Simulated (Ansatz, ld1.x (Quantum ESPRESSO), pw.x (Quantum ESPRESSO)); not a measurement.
## gallium (Ga): one change to the ultrasoft potential, in the atom and in the fcc crystal

* Element: Ga (Z = 31)
* Generator: ld1.x (Quantum ESPRESSO) 7.5
* Type: ultrasoft
* Functional: PBEsol
* Relativity: scalar-relativistic
* Frozen core: [Ar] 3d10
* Valence charge: 3
* Reference configuration: 4s2 4p1
* Partial waves: 4s (bound): rcut 1.40, rcutus 1.75 bohr; 4s channel at -0.35 Ry: rcut 1.40, rcutus 1.75 bohr; 4p (bound): rcut 2.50, rcutus 3.05 bohr; 4p channel at 3.65 Ry: rcut 2.50, rcutus 3.05 bohr; 4d channel at 0.35 Ry: rcut 2.05, rcutus 2.40 bohr; 4d channel at 2.4 Ry: rcut 2.05, rcutus 2.40 bohr
* Local potential: all-electron potential smoothed inside 1.60 bohr (lloc = -2)
* Core correction: Bessel-smoothed model core, default radius (core density twice the valence density)
* Augmentation charge: PSQ, radius 1.50 bohr

Change: wave 4p channel at 3.65 Ry: rcut 2.50, rcutus 3.05 bohr becomes 4p channel at 6.68 Ry: rcut 2.50, rcutus 3.05 bohr.

Cutoffs, loose and tight: the cutoffs (Ry, on a coarse ladder) from which the occupation-weighted sum of valence levels, in a spherical-Bessel basis at the reference potential, stays within 10 and 1 mRy of its value at 400 Ry. They do not see the model core or the augmentation charge, which bear on the density cutoff. Test errors are all-electron minus pseudo excitation energies from the reference, over the configurations 4s2 4p0; 4s1 4p0; 4s2 4p0.5; 4s1 4p2; 4s1 4p1; 4s2 4p1.3; 4s0 4p3; variants that change the core or the reference have their own tests.

Crystal test: fcc Ga in pw.x 7.5, no spin, 14³ k-points, Fermi–Dirac smearing 0.01 Ry, cutoffs set for each file from its atomic test. The reference is all-electron LAPW (Ansatz 0.2.0) with the same functional, mesh and smearing; V0 and B0 come from Birch–Murnaghan fits to the pressures at five volumes. Errors are pseudo minus all-electron; Δ is the rms difference of the E(V) curves that follow from these fits, minima aligned, over ±6 % about the mean V0. Mesh and smearing are coarse, so the numbers serve the comparison and aren't converged zero-temperature values; the lattice is a test structure that the element need not adopt.

All-electron: a0 = 4.140 Å (V0 = 17.74 Å³/atom), B0 = 60.2 GPa.

Does the change bring the crystal closer to the all-electron result?

The mean pressure error goes from -1.18 to +1.50 GPa, so the change moves the solid further from the all-electron pressures. The B0 error goes the other way, from +9.0 to +2.1 %.

| quantity | base | changed |
| --- | --- | --- |
| outcome (atom) | generated | generated |
| cutoff, loose (atom) | 10 Ry | 10 Ry |
| cutoff, tight (atom) | 15 Ry | 15 Ry |
| bound ghosts (atom) | none | none |
| largest test error (meV) (atom) | -208 | -208 over the solved tests; test run stopped at test 7 of 7 (negative rho) |
| cutoffs in pw.x (Ry) | 40/320 | 40/320 |
| a0 (Å) | 4.114 | 4.171 |
| a0 error (%) | -0.63 | +0.75 |
| B0 error (%) | +9.0 | +2.1 |
| Δ (meV/atom) | 4.5 | 5.5 |
| mean pressure error (GPa) | -1.18 | +1.50 |

Base: The largest radius (3.05 bohr) exceeds half the bond length (2.76 bohr), so the spheres overlap, which is one possible source of error among others. This is a poor potential for the solid. The logarithmic derivative shows an extra or strongly shifted pseudo pole above the reference energy (d near 1.43 Ry). Changed file: The largest radius (3.05 bohr) exceeds half the bond length (2.76 bohr), so the spheres overlap, which is one possible source of error among others. This is a poor potential for the solid. Atomic configuration tests: test run stopped at test 7 of 7 (negative rho). The logarithmic derivative shows an extra or strongly shifted pseudo pole above the reference energy (d near 1.43 Ry). The atomic cutoffs weigh occupied waves only.
